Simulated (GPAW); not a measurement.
GaN:

```
CELL_PARAMETERS angstrom
3.18000 0.00000 0.00000
-1.59000 2.75396 0.00000
0.00000 0.00000 5.16600
ATOMIC_POSITIONS crystal
Ga 0.66667 0.33333 0.50000
Ga 0.33333 0.66667 0.00000
N 0.66667 0.33333 0.87500
N 0.33333 0.66667 0.37500
```

Program: GPAW 26.7.0. Alike in all runs: cell as given.

Order these runs on this cell by their pressure, lowest first.
A. level RPBE; potentials or basis the program's PAW data sets (release 1.2.1) made for this functional, pw; spin off; k mesh 5 × 5 × 3; cutoff (eV) 680; smearing fermi-dirac 0.01 eV; mesh quality coarse
B. level WC; potentials or basis PAW data sets generated in the run's folder for this functional, pw; spin SOC, no magnetisation; k mesh 7 × 7 × 4; cutoff (eV) 800; smearing fermi-dirac 0.05 eV; band path GMKGALHA,LM,KH; band points 100; spin axis theta (degrees) 0; spin axis phi (degrees) 0; soc after scf second variation; mesh quality not flagged
C. level PBEsol; potentials or basis PAW data sets generated in the run's folder for this functional, pw; spin off; k mesh 6 × 6 × 3; cutoff (eV) 680; smearing fermi-dirac 0.01 eV; mesh quality coarse
D. level PBE; potentials or basis PAW data sets generated in the run's folder for this functional, pw; spin off; k mesh 7 × 7 × 4; cutoff (eV) 800; smearing fermi-dirac 0.05 eV; band path GMKGALHA,LM,KH; band points 100; mesh quality not flagged
E. level BLYP; potentials or basis PAW data sets generated in the run's folder for this functional, pw; spin SOC, no magnetisation; k mesh 7 × 7 × 4; cutoff (eV) 800; smearing fermi-dirac 0.05 eV; band path GMKGALHA,LM,KH; band points 60; spin axis theta (degrees) 0; spin axis phi (degrees) 0; soc after scf second variation; mesh quality not flagged

C (7.2 GPa), B (9.1 GPa), D (15.3 GPa), A (17.6 GPa), E (19.9 GPa).

Caveats: some runs use coarse meshes; so large a pressure means that the cell lies far from this level's equilibrium, or that cutoff or potentials fall short (some runs); spin-orbit coupling was added after a scalar SCF, so levels and gaps hold it while energy, forces, pressure and moments don't (some runs); the cutoff is short for stress and forces, so pressures can be off by a GPa or more (some runs).

Not every run made on this cell is shown here.
